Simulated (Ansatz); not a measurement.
The cell is built from the CdI2 type as a first guess.

Te₂Mo: DFT, PBE, PAW with Ansatz's default frozen-core files, scalar-relativistic (Ansatz 0.2.0).

The relaxation starts from this cell:

```xyz
3
Lattice="3.9670 0.0000 0.0000 -1.9835 3.4355 0.0000 0.0000 0.0000 6.3472" Properties=species:S:1:pos:R:3 pbc="T T T"
Mo    0.0000    0.0000    0.0000
Te    0.0000    2.2903    1.5868
Te    1.9835    1.1452    4.7604
```

Output:

```
Engine: ansatz 0.2.0
Pseudopotentials: kind: paw
Pseudopotential: Mo, paw, valence charge 14, recommended cutoff 420 eV (normal)
Pseudopotential: Te, paw, valence charge 16, recommended cutoff 420 eV (normal)
Functional definition: PBE
  parameter kappa = 0.804
  parameter beta = 0.06672455060314922
  exchange = pbe_x(kappa = kappa, mu = beta*pi^2/3)
  correlation = pbe_c(beta = beta)
Crystal: 3 atoms, lattice volume = 86.503 Å³
Basis set: ecut = 420 eV, 1725 PW (Γ), exchange–correlation on 54×54×90 points (8 copies of the dense FFT grid, shifted against one another)
Bands: 28, of which v1, the nominal top of the filled ones, is band 23 counted from 1 (22 counted from 0)
Symmetry: 12 space group operations
Space group: P-3m1 (ITA 164), of the structure as read, at distance tolerance 4.4e-5 Å
k-points: 112 of 1008
Non-local potential: Mo, projectors of the file, l = 0: 3, l = 1: 2, l = 2: 2, l = 3: 1
Non-local potential: Te, projectors of the file, l = 0: 2, l = 1: 2, l = 2: 2, l = 3: 2
PAW form: soft (Blöchl's): semilocal exchange-correlation on the pseudo side does not see the compensation charge
PAW one-centre angular grid: Mo, 590 points (default); XC on 64 Gauss nodes
PAW one-centre angular grid: Te, 590 points (default); XC on 64 Gauss nodes
Initial density: superposition of atomic densities (neutral atoms: chi_scale 0, normalization atom), corrected by the library's trained network
Initial wavefunctions: pseudopotential atomic-orbital guess
Functional: x = pbe(κ = 0.804, μ = 0.2195149727645171), c = pbe(β = 0.06672455060314922)
SCF iter   1: F=—  HF=-18915.670594 eV  |F-HF|=—  |Δ(HF+E_count)|=         —  Δρ=8.27e-3  dr2=3.47e-2  ethr=1.77e-3  ⟨swp⟩=6.2  Hψ=13496  notcnv=0
preconditioner: auto → LDOS  [metal: Δε(μ)=0.018 eV  Ē_g=6.741 eV  σ=0.050 eV  W_gap=0.09  n_scr=22 (ndim 8)  ℏωp=16.9 eV  f_vac=0.029  D(μ)=1.81/eV (n_scr^D=8)  β→1.0]
SCF iter   2: F=—  HF=-18915.677299 eV  |F-HF|=—  |Δ(HF+E_count)|=   6.71e-3  Δρ=8.59e-3  dr2=5.04e-2  ethr=7.54e-5  ⟨swp⟩=2.1  Hψ=7177  notcnv=0
SCF iter   3: F=—  HF=-18915.665449 eV  |F-HF|=—  |Δ(HF+E_count)|=   1.18e-2  Δρ=9.39e-4  dr2=1.21e-3  ethr=7.54e-5  ⟨swp⟩=2.0  Hψ=5345  notcnv=0
SCF iter   4: F=—  HF=-18915.665305 eV  |F-HF|=—  |Δ(HF+E_count)|=   1.45e-4  Δρ=3.85e-4  dr2=1.48e-4  ethr=2.64e-6  ⟨swp⟩=2.0  Hψ=3301  notcnv=0
SCF iter   5: F=—  HF=-18915.665278 eV  |F-HF|=—  |Δ(HF+E_count)|=   2.65e-5  Δρ=4.79e-5  dr2=1.27e-6  ethr=3.22e-7  ⟨swp⟩=2.4  Hψ=4078  notcnv=0
SCF iter   6: F=—  HF=-18915.665285 eV  |F-HF|=—  |Δ(HF+E_count)|=   7.44e-6  Δρ=1.92e-5  dr2=4.01e-7  ethr=2.17e-10  ⟨swp⟩=6.0  Hψ=12749  notcnv=0
SCF iter   7: F=-18915.665285 eV  HF=-18915.665285 eV  |F-HF|=8.00e-9  |Δ(HF+E_count)|=   2.95e-8  Δρ=5.20e-6  dr2=1.21e-8  ethr=2.17e-10  ⟨swp⟩=3.0  Hψ=12445  notcnv=0
SCF 1 converged in 7 iterations: F = -18915.665285 eV  dr2 = 1.21e-8
  greatest PAW one-centre occupation: 0.998 electrons in one spin orbital (limit 2), on the Mo atom at site 0 (counted from 0), in its partial waves of l = 0
relax step   1: F+E_penalty+E_count = -18915.66528539 eV  Δ(F+E_penalty+E_count) = +0.000e0 eV  max|allowed force component| = 3.411e-1 eV/Å  Δτ_max = 0.0000 Å  P = -3.801 GPa  Ω = 86.503 Å³  (7 SCF iters, dr2 threshold 1.00e-7 eV, accepted)
Crystal: 3 atoms, lattice volume = 78.944 Å³
Basis set: ecut = 420 eV, 1557 PW (Γ), exchange–correlation on 54×54×90 points (8 copies of the dense FFT grid, shifted against one another)
Initial density: handed on by an earlier stage of this run
Initial wavefunctions: those handed on with the density
iter 1 solved again at ethr=6.29e-5 eV; its pass at ethr=3.10e-3 eV (dr2=2.89e-2 eV) is discarded
SCF iter   1: F=—  HF=-18915.995510 eV  |F-HF|=—  |Δ(HF+E_count)|=         —  Δρ=6.42e-3  dr2=2.91e-2  ethr=6.29e-5  ⟨swp⟩=1.3  Hψ=18243  notcnv=0
preconditioner: auto → Kerker (q_TF=auto, 2.493 Å⁻¹)  [metal: Δε(μ)=0.005 eV  Ē_g=7.013 eV  σ=0.050 eV  W_gap=0.02  n_scr=22 (ndim 8)  ℏωp=17.7 eV  f_vac=0.008  D(μ)=1.65/eV (n_scr^D=8)]
SCF iter   2: F=—  HF=-18915.993850 eV  |F-HF|=—  |Δ(HF+E_count)|=   1.66e-3  Δρ=4.10e-3  dr2=1.38e-2  ethr=6.29e-5  ⟨swp⟩=1.0  Hψ=3141  notcnv=0
SCF iter   3: F=—  HF=-18915.992461 eV  |F-HF|=—  |Δ(HF+E_count)|=   1.39e-3  Δρ=6.01e-4  dr2=6.72e-4  ethr=3.00e-5  ⟨swp⟩=2.0  Hψ=3928  notcnv=0
SCF iter   4: F=—  HF=-18915.992510 eV  |F-HF|=—  |Δ(HF+E_count)|=   4.90e-5  Δρ=2.61e-4  dr2=1.80e-4  ethr=1.46e-6  ⟨swp⟩=2.0  Hψ=3647  notcnv=0
SCF iter   5: F=—  HF=-18915.992515 eV  |F-HF|=—  |Δ(HF+E_count)|=   5.27e-6  Δρ=8.01e-5  dr2=1.40e-5  ethr=3.92e-7  ⟨swp⟩=2.0  Hψ=4082  notcnv=0
SCF iter   6: F=—  HF=-18915.992520 eV  |F-HF|=—  |Δ(HF+E_count)|=   4.20e-6  Δρ=2.36e-5  dr2=5.17e-7  ethr=3.03e-8  ⟨swp⟩=2.0  Hψ=4045  notcnv=0
SCF iter   7: F=-18915.992520 eV  HF=-18915.992520 eV  |F-HF|=6.45e-8  |Δ(HF+E_count)|=   5.03e-7  Δρ=1.01e-5  dr2=9.88e-8  ethr=6.52e-10  ⟨swp⟩=5.0  Hψ=10414  notcnv=0
SCF 2 converged in 7 iterations: F = -18915.992520 eV  dr2 = 9.88e-8
relax step   2: F+E_penalty+E_count = -18915.99252025 eV  Δ(F+E_penalty+E_count) = -3.272e-1 eV  max|allowed force component| = 1.844e-1 eV/Å  Δτ_max = 0.1242 Å  P = -2.885 GPa  Ω = 78.944 Å³  energy of the carried Pulay correction = +1.302e-3 eV  (7 SCF iters, dr2 threshold 3.00e-7 eV, accepted)
Crystal: 3 atoms, lattice volume = 73.755 Å³
Basis set: ecut = 420 eV, 1409 PW (Γ), exchange–correlation on 54×54×90 points (8 copies of the dense FFT grid, shifted against one another)
iter 1 solved again at ethr=1.68e-4 eV; its pass at ethr=3.10e-3 eV (dr2=7.72e-2 eV) is discarded
SCF iter   1: F=—  HF=-18916.130606 eV  |F-HF|=—  |Δ(HF+E_count)|=         —  Δρ=6.19e-3  dr2=7.94e-2  ethr=1.68e-4  ⟨swp⟩=1.1  Hψ=18230  notcnv=0
preconditioner: auto → Kerker (q_TF=auto, 2.522 Å⁻¹)  [metal: Δε(μ)=0.038 eV  Ē_g=7.359 eV  σ=0.050 eV  W_gap=0.18  n_scr=22 (ndim 8)  ℏωp=18.3 eV  f_vac=0.009  D(μ)=0.99/eV (n_scr^D=2)]
SCF iter   2: F=—  HF=-18916.124919 eV  |F-HF|=—  |Δ(HF+E_count)|=   5.69e-3  Δρ=3.63e-3  dr2=3.41e-2  ethr=1.68e-4  ⟨swp⟩=1.1  Hψ=3143  notcnv=0
SCF iter   3: F=—  HF=-18916.120360 eV  |F-HF|=—  |Δ(HF+E_count)|=   4.56e-3  Δρ=7.09e-4  dr2=1.49e-3  ethr=7.42e-5  ⟨swp⟩=2.0  Hψ=3595  notcnv=0
SCF iter   4: F=—  HF=-18916.120289 eV  |F-HF|=—  |Δ(HF+E_count)|=   7.10e-5  Δρ=2.83e-4  dr2=1.08e-4  ethr=3.24e-6  ⟨swp⟩=2.0  Hψ=3930  notcnv=0
SCF iter   5: F=—  HF=-18916.120300 eV  |F-HF|=—  |Δ(HF+E_count)|=   1.06e-5  Δρ=8.73e-5  dr2=1.72e-5  ethr=2.34e-7  ⟨swp⟩=2.0  Hψ=3869  notcnv=0
SCF iter   6: F=—  HF=-18916.120304 eV  |F-HF|=—  |Δ(HF+E_count)|=   4.23e-6  Δρ=3.32e-5  dr2=1.26e-6  ethr=3.74e-8  ⟨swp⟩=2.0  Hψ=4146  notcnv=0
SCF iter   7: F=-18916.120305 eV  HF=-18916.120305 eV  |F-HF|=4.90e-8  |Δ(HF+E_count)|=   8.28e-7  Δρ=1.19e-5  dr2=1.44e-7  ethr=6.52e-10  ⟨swp⟩=5.0  Hψ=10494  notcnv=0
[...]
SCF 9 converged in 5 iterations: F = -18916.227500 eV  dr2 = 9.23e-8
relax step   9: F+E_penalty+E_count = -18916.22749962 eV  Δ(F+E_penalty+E_count) = -3.744e-3 eV  max|allowed force component| = 2.039e-3 eV/Å  Δτ_max = 0.0220 Å  P = +0.119 GPa  Ω = 81.201 Å³  energy of the carried Pulay correction = -1.896e-4 eV  (5 SCF iters, dr2 threshold 3.00e-7 eV, accepted)
Crystal: 3 atoms, lattice volume = 83.032 Å³
Basis set: ecut = 420 eV, 1627 PW (Γ), exchange–correlation on 48×48×100 points (8 copies of the dense FFT grid, shifted against one another)
iter 1 solved again at ethr=2.13e-5 eV; its pass at ethr=3.10e-3 eV (dr2=9.79e-3 eV) is discarded
SCF iter   1: F=—  HF=-18916.231427 eV  |F-HF|=—  |Δ(HF+E_count)|=         —  Δρ=2.89e-3  dr2=9.87e-3  ethr=2.13e-5  ⟨swp⟩=1.9  Hψ=18263  notcnv=0
preconditioner: auto → LDOS  [metal: Δε(μ)=0.012 eV  Ē_g=7.212 eV  σ=0.050 eV  W_gap=0.06  n_scr=24 (ndim 8)  ℏωp=17.3 eV  f_vac=0.112  D(μ)=1.08/eV (n_scr^D=2)  β→1.0]
SCF iter   2: F=—  HF=-18916.231492 eV  |F-HF|=—  |Δ(HF+E_count)|=   6.46e-5  Δρ=2.25e-3  dr2=7.02e-3  ethr=2.13e-5  ⟨swp⟩=2.0  Hψ=6118  notcnv=0
SCF iter   3: F=—  HF=-18916.230091 eV  |F-HF|=—  |Δ(HF+E_count)|=   1.40e-3  Δρ=3.67e-4  dr2=1.56e-4  ethr=1.53e-5  ⟨swp⟩=3.0  Hψ=5679  notcnv=0
SCF iter   4: F=—  HF=-18916.230059 eV  |F-HF|=—  |Δ(HF+E_count)|=   3.17e-5  Δρ=5.07e-5  dr2=2.56e-6  ethr=3.39e-7  ⟨swp⟩=3.0  Hψ=5754  notcnv=0
SCF iter   5: F=-18916.230059 eV  HF=-18916.230060 eV  |F-HF|=1.35e-7  |Δ(HF+E_count)|=   5.68e-7  Δρ=1.11e-5  dr2=2.91e-7  ethr=6.52e-10  ⟨swp⟩=5.3  Hψ=11148  notcnv=0
SCF 10 converged in 5 iterations: F = -18916.230059 eV  dr2 = 2.91e-7
relax step  10: F+E_penalty+E_count = -18916.23005947 eV  Δ(F+E_penalty+E_count) = -2.560e-3 eV  max|allowed force component| = 1.758e-2 eV/Å  Δτ_max = 0.0367 Å  P = +0.099 GPa  Ω = 83.032 Å³  energy of the carried Pulay correction = -5.136e-4 eV  (5 SCF iters, dr2 threshold 3.00e-7 eV, accepted)
Crystal: 3 atoms, lattice volume = 83.591 Å³
Basis set: ecut = 420 eV, 1641 PW (Γ), exchange–correlation on 48×48×100 points (8 copies of the dense FFT grid, shifted against one another)
iter 1 solved again at ethr=1.21e-6 eV; its pass at ethr=3.10e-3 eV (dr2=5.54e-4 eV) is discarded
SCF iter   1: F=—  HF=-18916.230420 eV  |F-HF|=—  |Δ(HF+E_count)|=         —  Δρ=7.62e-4  dr2=6.04e-4  ethr=1.21e-6  ⟨swp⟩=2.8  Hψ=17725  notcnv=0
preconditioner: auto → LDOS  [metal: Δε(μ)=0.006 eV  Ē_g=7.213 eV  σ=0.050 eV  W_gap=0.03  n_scr=24 (ndim 8)  ℏωp=17.2 eV  f_vac=0.119  D(μ)=1.10/eV (n_scr^D=2)  β→1.0]
SCF iter   2: F=—  HF=-18916.230425 eV  |F-HF|=—  |Δ(HF+E_count)|=   4.55e-6  Δρ=5.51e-4  dr2=3.72e-4  ethr=1.21e-6  ⟨swp⟩=2.0  Hψ=5602  notcnv=0
SCF iter   3: F=—  HF=-18916.230337 eV  |F-HF|=—  |Δ(HF+E_count)|=   8.84e-5  Δρ=1.06e-4  dr2=1.29e-5  ethr=8.09e-7  ⟨swp⟩=2.0  Hψ=5153  notcnv=0
SCF iter   4: F=—  HF=-18916.230322 eV  |F-HF|=—  |Δ(HF+E_count)|=   1.50e-5  Δρ=1.66e-5  dr2=4.11e-7  ethr=2.79e-8  ⟨swp⟩=2.0  Hψ=5561  notcnv=0
SCF iter   5: F=-18916.230322 eV  HF=-18916.230322 eV  |F-HF|=2.44e-8  |Δ(HF+E_count)|=   4.67e-8  Δρ=4.19e-6  dr2=4.27e-8  ethr=2.88e-10  ⟨swp⟩=5.0  Hψ=10330  notcnv=0
SCF 11 converged in 5 iterations: F = -18916.230322 eV  dr2 = 4.27e-8
relax step  11: F+E_penalty+E_count = -18916.23032165 eV  Δ(F+E_penalty+E_count) = -2.622e-4 eV  max|allowed force component| = 1.206e-2 eV/Å  Δτ_max = 0.0091 Å  P = -0.022 GPa  Ω = 83.591 Å³  energy of the carried Pulay correction = -6.111e-4 eV  (5 SCF iters, dr2 threshold 1.32e-7 eV, accepted)
Crystal: 3 atoms, lattice volume = 84.374 Å³
iter 1 solved again at ethr=3.27e-6 eV; its pass at ethr=3.10e-3 eV (dr2=1.51e-3 eV) is discarded
SCF iter   1: F=—  HF=-18916.230547 eV  |F-HF|=—  |Δ(HF+E_count)|=         —  Δρ=1.16e-3  dr2=1.60e-3  ethr=3.27e-6  ⟨swp⟩=2.0  Hψ=18092  notcnv=0
preconditioner: auto → LDOS  [metal: Δε(μ)=0.033 eV  Ē_g=7.209 eV  σ=0.050 eV  W_gap=0.16  n_scr=24 (ndim 8)  ℏωp=17.2 eV  f_vac=0.130  D(μ)=1.10/eV (n_scr^D=2)  β→1.0]
SCF iter   2: F=—  HF=-18916.230552 eV  |F-HF|=—  |Δ(HF+E_count)|=   4.98e-6  Δρ=9.12e-4  dr2=1.14e-3  ethr=3.27e-6  ⟨swp⟩=2.0  Hψ=5606  notcnv=0
SCF iter   3: F=—  HF=-18916.230318 eV  |F-HF|=—  |Δ(HF+E_count)|=   2.33e-4  Δρ=1.46e-4  dr2=2.49e-5  ethr=2.47e-6  ⟨swp⟩=3.0  Hψ=5651  notcnv=0
SCF iter   4: F=—  HF=-18916.230298 eV  |F-HF|=—  |Δ(HF+E_count)|=   2.04e-5  Δρ=1.95e-5  dr2=4.16e-7  ethr=5.42e-8  ⟨swp⟩=3.0  Hψ=5975  notcnv=0
SCF iter   5: F=—  HF=-18916.230299 eV  |F-HF|=—  |Δ(HF+E_count)|=   6.14e-7  Δρ=4.56e-6  dr2=5.20e-8  ethr=9.03e-10  ⟨swp⟩=2.3  Hψ=5602  notcnv=0
SCF iter   6: F=-18916.230299 eV  HF=-18916.230299 eV  |F-HF|=2.40e-9  |Δ(HF+E_count)|=   6.89e-9  Δρ=1.76e-6  dr2=4.81e-9  ethr=1.98e-11  ⟨swp⟩=5.0  Hψ=10471  notcnv=0
SCF 12 converged in 6 iterations: F = -18916.230299 eV  dr2 = 4.81e-9
relax step  12: F+E_penalty+E_count = -18916.23029872 eV  Δ(F+E_penalty+E_count) = +2.293e-5 eV  max|allowed force component| = 9.839e-3 eV/Å  Δτ_max = 0.0150 Å  P = +0.016 GPa  Ω = 84.374 Å³  energy of the carried Pulay correction = -7.464e-4 eV  (6 SCF iters, dr2 threshold 9.10e-9 eV, accepted)
Crystal: 3 atoms, lattice volume = 84.260 Å³
iter 1 solved again at ethr=2.58e-8 eV; its pass at ethr=3.10e-3 eV (dr2=1.18e-5 eV) is discarded
SCF iter   1: F=—  HF=-18916.230350 eV  |F-HF|=—  |Δ(HF+E_count)|=         —  Δρ=1.19e-4  dr2=1.27e-5  ethr=2.58e-8  ⟨swp⟩=2.4  Hψ=15543  notcnv=0
preconditioner: auto → LDOS  [metal: Δε(μ)=0.028 eV  Ē_g=7.216 eV  σ=0.050 eV  W_gap=0.14  n_scr=24 (ndim 8)  ℏωp=17.2 eV  f_vac=0.127  D(μ)=1.10/eV (n_scr^D=2)  β→1.0]
SCF iter   2: F=—  HF=-18916.230337 eV  |F-HF|=—  |Δ(HF+E_count)|=   1.33e-5  Δρ=9.13e-5  dr2=8.95e-6  ethr=2.58e-8  ⟨swp⟩=2.0  Hψ=5617  notcnv=0
SCF iter   3: F=—  HF=-18916.230332 eV  |F-HF|=—  |Δ(HF+E_count)|=   5.00e-6  Δρ=1.43e-5  dr2=2.22e-7  ethr=1.94e-8  ⟨swp⟩=2.0  Hψ=5602  notcnv=0
SCF iter   4: F=-18916.230332 eV  HF=-18916.230332 eV  |F-HF|=4.43e-9  |Δ(HF+E_count)|=   5.42e-8  Δρ=3.09e-6  dr2=8.35e-9  ethr=2.15e-11  ⟨swp⟩=3.9  Hψ=13186  notcnv=0
SCF 13 converged in 4 iterations: F = -18916.230332 eV  dr2 = 8.35e-9
relax step  13: F+E_penalty+E_count = -18916.23033160 eV  Δ(F+E_penalty+E_count) = -3.288e-5 eV  max|allowed force component| = 1.780e-3 eV/Å  Δτ_max = 0.0017 Å  P = +0.021 GPa  Ω = 84.260 Å³  energy of the carried Pulay correction = -7.268e-4 eV  (4 SCF iters, dr2 threshold 9.88e-9 eV, accepted)
Basis set: ecut = 420 eV, 1641 PW (Γ), exchange–correlation on 48×48×108 points (8 copies of the dense FFT grid, shifted against one another)
iter 1 solved again at ethr=1.50e-7 eV; its pass at ethr=3.10e-3 eV (dr2=6.91e-5 eV) is discarded
SCF iter   1: F=—  HF=-18916.229201 eV  |F-HF|=—  |Δ(HF+E_count)|=         —  Δρ=3.05e-4  dr2=2.78e-6  ethr=1.50e-7  ⟨swp⟩=4.1  Hψ=21933  notcnv=0
preconditioner: auto → LDOS  [metal: Δε(μ)=0.029 eV  Ē_g=7.216 eV  σ=0.050 eV  W_gap=0.14  n_scr=24 (ndim 8)  ℏωp=17.2 eV  f_vac=0.127  D(μ)=1.10/eV (n_scr^D=2)  β→1.0]
SCF iter   2: F=—  HF=-18916.231044 eV  |F-HF|=—  |Δ(HF+E_count)|=   1.84e-3  Δρ=2.16e-5  dr2=2.21e-6  ethr=6.05e-9  ⟨swp⟩=3.0  Hψ=5975  notcnv=0
SCF iter   3: F=—  HF=-18916.231043 eV  |F-HF|=—  |Δ(HF+E_count)|=   1.40e-6  Δρ=1.43e-5  dr2=3.73e-7  ethr=4.80e-9  ⟨swp⟩=2.0  Hψ=3929  notcnv=0
SCF iter   4: F=—  HF=-18916.231044 eV  |F-HF|=—  |Δ(HF+E_count)|=   1.34e-6  Δρ=2.66e-6  dr2=6.78e-9  ethr=8.11e-10  ⟨swp⟩=2.4  Hψ=4645  notcnv=0
SCF iter   5: F=—  HF=-18916.231044 eV  |F-HF|=—  |Δ(HF+E_count)|=   3.92e-8  Δρ=9.84e-7  dr2=6.31e-10  ethr=1.47e-11  ⟨swp⟩=2.1  Hψ=5576  notcnv=0
SCF iter   6: F=—  HF=-18916.231044 eV  |F-HF|=—  |Δ(HF+E_count)|=   4.23e-9  Δρ=1.51e-7  dr2=3.58e-11  ethr=1.37e-12  ⟨swp⟩=2.0  Hψ=5627  notcnv=0
SCF iter   7: F=-18916.231044 eV  HF=-18916.231044 eV  |F-HF|=7.28e-12  |Δ(HF+E_count)|=  1.06e-10  Δρ=7.31e-8  dr2=6.04e-12  ethr=1.00e-12  ⟨swp⟩=6.9  Hψ=14002  notcnv=0
SCF 14 converged in 7 iterations: F = -18916.231044 eV  dr2 = 6.04e-12
relax step  14: F+E_penalty+E_count = -18916.23104422 eV  Δ(F+E_penalty+E_count) = -7.126e-4 eV  max|allowed force component| = 1.729e-3 eV/Å  Δτ_max = 0.0000 Å  P = +0.020 GPa  Ω = 84.260 Å³  stress off target by 2.30e-2 GPa  SCF on the basis re-selected at this cell (its energy is not comparable with the rows above)  (7 SCF iters)
basis re-selected at this cell: Δ(F+E_penalty+E_count) = -7.126e-4 eV, ΔP = -0.001 GPa vs the last step (what re-selecting the basis moved, of the pressure what is left beyond the Pulay correction that the steps carried, after the strain that the cell walked since its last selection, with what the two solves' SCF thresholds leave and, on support functions, any second-order correction that the steps lacked; it is no measure of the basis error at this ecutwfc). The dense FFT grid was sized anew with the basis: this SCF ran on 24×24×54 points, the steps before it on 24×24×50, so part of this shift can come from that change (see relax.cell in the input reference). This SCF's stress stands 2.30e-2 GPa from its target on what of the cell is left free (relax.cell.stress_tol is 5.00e-2 GPa) and its largest allowed force component is 1.73e-3 eV/Å (relax.f_tol is 5.00e-3 eV/Å): within both
SCF converged after 7 iterations
Free energy (F): -18916.231044 eV
Harris-Foulkes:  -18916.231044 eV  (|F-HF|=7.28e-12)
Internal energy: -18916.221808 eV  (E = F + TS)
E sigma→0 (E₀):  -18916.226426 eV
Entropy (-TS):   -0.009236 eV (-3.079 meV/atom)
Fermi energy:    11.073917 eV
--- Per-component energies (eV) ---
  E_band       = -657.985492
  E_kinetic    = 802.511248
  E_local      = -4737.499425  (includes V_loc(G=0)·N_el)
  E_nonlocal   = -476.364524
  E_hartree    = 2547.701206
  E_xc         = -431.782040
  E_vxc        = -436.948791  (∫ρ·V_xc dr)
  E_paw        = -12526.883058  (= ΣΔE_a)
  E_vpaw       = -905.086115  (= ΣTr[D̂ρ^β])
  E_aug_tail   = -0.000279  (compensation charges beyond the density's cutoff)
  E_ewald      = -4093.904935
  E_smearing   = -0.009236  (= −TS)
  E_closure    = -0.000000  (closes the sum)
  Σ components = -18916.231044   (vs F -18916.231044, Δ=0.00e0)
--- Forces (eV/Å), atoms counted from 1 ---
  atom   1  Mo     0.00000000     0.00000000     0.00000000
  atom   2  Te     0.00000000    -0.00000000     0.00172862
  atom   3  Te    -0.00000000     0.00000000    -0.00172862
  max |Σ_I F_I| component: 1.16e-18 eV/Å
--- Stress (GPa, compression-positive) ---
        0.022968       0.000000       0.000000
        0.000000       0.022968      -0.000000
        0.000000      -0.000000       0.014584
  P = ⅓ Tr σ = 0.0202 GPa (0.202 kbar)
--- Relaxed structure (12 steps of the walk, 12 accepted, 2 SCFs on fresh bases) ---
  F+E_penalty+E_count = -18916.23104422 eV   max|allowed force component| = 1.729e-3 eV/Å   (the final SCF, on the basis selected at the relaxed cell)
  cell:  # Å, volume = 84.2596 Å³
    - [3.5090815790465077, -2.553533963310121e-11, 2.9022371429732635e-32]
    - [-1.7545407895011396, 3.0389537914190554, -1.71699117594342e-31]
    - [4.643579428526706e-32, -2.904079833078606e-31, 7.901355515804418]
  atoms:
    - { symbol: Mo, position: [1.943928045652088e-33, -2.0779012689465287e-34, 0.0] }
    - { symbol: Te, position: [0.33333333333333337, 0.6666666666666667, 0.23538842595036102] }
    - { symbol: Te, position: [0.6666666666666666, 0.3333333333333333, 0.7646115740496389] }
```
